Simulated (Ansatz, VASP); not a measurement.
**BN in VASP and in Ansatz**

File INCAR:

```
PREC = Accurate
ENCUT = 520
EDIFF = 1E-6
ISMEAR = 0
SIGMA = 0.05
LREAL = False
LASPH = True
NELM = 60
ALGO = Normal
ISIF = 2
LWAVE = False
LCHARG = False
LDIPOL = True
IDIPOL = 3
DIPOL = 0.5 0.5 0.500
GGA = PE
IVDW = 12
IBRION = 2
NSW = 90
EDIFFG = -0.03
```

Contents of KPOINTS:

```
regular mesh
0
Gamma
  12 12 1
```

Contents of POSCAR:

```
BN
1.0
    2.5061232935      0.0000000000      0.0000000000
   -1.2530616468      2.1703664372      0.0000000000
    0.0000000000      0.0000000000     30.1947137656
B N
5 5
Selective dynamics
Direct
    0.0000000000      0.0000000000      0.2815062287  F F F
    0.3333333333      0.6666666667      0.3907531144  F F F
    0.0000000000      0.0000000000      0.5000000000  T T T
    0.3333333333      0.6666666667      0.6092468856  T T T
    0.0000000000      0.0000000000      0.7184937713  T T T
    0.6666666667      0.3333333333      0.2815062287  F F F
    0.0000000000      0.0000000000      0.3907531144  F F F
    0.6666666667      0.3333333333      0.5000000000  T T T
    0.0000000000      0.0000000000      0.6092468856  T T T
    0.6666666667      0.3333333333      0.7184937713  T T T
```

Input for Ansatz:

```yaml
crystal:
  lattice:
    - [2.5061232935, 0.0, 0.0]
    - [-1.2530616468, 2.1703664372, 0.0]
    - [0.0, 0.0, 30.1947137656]
  atoms:
    - { symbol: B, position: [0.0, 0.0, 0.2815062287] }
    - { symbol: "N", position: [0.6666666667, 0.3333333333, 0.2815062287] }
    - { symbol: B, position: [0.3333333333, 0.6666666667, 0.3907531144] }
    - { symbol: "N", position: [0.0, 0.0, 0.3907531144] }
    - { symbol: B, position: [0.0, 0.0, 0.5] }
    - { symbol: "N", position: [0.6666666667, 0.3333333333, 0.5] }
    - { symbol: B, position: [0.3333333333, 0.6666666667, 0.6092468856] }
    - { symbol: "N", position: [0.0, 0.0, 0.6092468856] }
    - { symbol: B, position: [0.0, 0.0, 0.7184937713] }
    - { symbol: "N", position: [0.6666666667, 0.3333333333, 0.7184937713] }
basis:
  ecutwfc: 420
kpoints:
  mp_grid: { grid: [12, 12, 1] }
hamiltonian:
  xc: pbe
  dispersion: d3bj
scf:
  occupations: { method: gaussian, width: 0.05 }
output:
  forces: true
  eigenvalues: true
relax:
  adjacent_minimum: "off"
  f_tol: 0.03
  max_steps: 70
  constraints: [{ sites: [0, 1, 2, 3] }]
efield:
  axis: 3
  dipole_correction: true
```

Alike in both runs: task relaxation of the atoms; functional PBE; dispersion D3(BJ); k mesh 12 × 12 × 1; occupations gaussian, width 0.05 eV; no spin polarisation.

|  | VASP | Ansatz |
| --- | --- | --- |
| version | VASP 6.6.1 | Ansatz 0.2.0 |
| potentials or method | VASP PAW PBE potentials, release 64 (B, N) | scalar-relativistic, plane waves, PAW |
| plane-wave cutoff (eV) | 520 | 420 |
| valence electrons in the cell | 40 | 40 |

|  | VASP | Ansatz | Ansatz less VASP |
| --- | --- | --- | --- |
| gap on the k mesh at the Fermi level, each at its own relaxed structure (eV) | 4.35 | 4.35 | +0.007 |

Ansatz warned: «published_levels_not_confirmed».

Caveats: the relaxation stopped at its first step, so nothing moved.
